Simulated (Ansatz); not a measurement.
**TaS2, one cell by several methods**

```yaml
crystal:
  lattice:
    - [3.41700, 0.00000, 0.00000]
    - [-1.70850, 2.95921, 0.00000]
    - [0.00000, 0.00000, 5.86000]
  atoms:
    - { symbol: Ta, position: [0.00000, 0.00000, 0.00000] }
    - { symbol: S, position: [0.33333, 0.66667, 0.25000] }
    - { symbol: S, position: [0.66667, 0.33333, 0.75000] }
```

Atom numbers follow the list: Ta1, S2, S3.

The cell comes from COD entry 1537360, which wasn't checked; take it as a given geometry. It differs from other determinations. The listed cell was then made from it by scaling, straining or moving an atom.

Spin polarisation is left out, and whether a magnetic state lies lower isn't shown here.

Spin–orbit coupling is left out, though it moves levels of the heavy atoms by tenths of an eV or more.

Levels of theory: DFT, PBEsol, PAW with Ansatz's default frozen-core files, scalar-relativistic (Ansatz 0.2.0); DFT, PBEsol, all-electron LAPW, scalar-relativistic (Ansatz 0.2.0).

For PAW: a Γ-centred 8×8×4 k mesh, Fermi–Dirac smearing of 0.02 eV, cutoff 420 eV, no spin polarisation; the PAW files were made with PBE, and the program remakes their frozen cores for this functional. LAPW targets a basis error of 1 meV/atom. The Ansatz runs share mesh, smearing and spin set-up. Plane-wave (PAW) pressures include the program's estimate of the Pulay term.

Stress and pressure are positive in compression.

The change that made this cell: equal xx and yy strain of +2 %.

PAW results:

```
             quantity    PAW
       pressure (GPa)  -1.15
      stress xx (GPa)  -3.29
      stress zz (GPa)   3.15
force on S2, z (eV/Å)  0.435
```

**Question.** What does all-electron LAPW give for the same quantities?

**Answer.** 
| quantity | LAPW |
| --- | --- |
| pressure (GPa) | -1.13 |
| stress xx (GPa) | -3.27 |
| stress zz (GPa) | 3.15 |
| force on S2, z (eV/Å) | 0.434 |
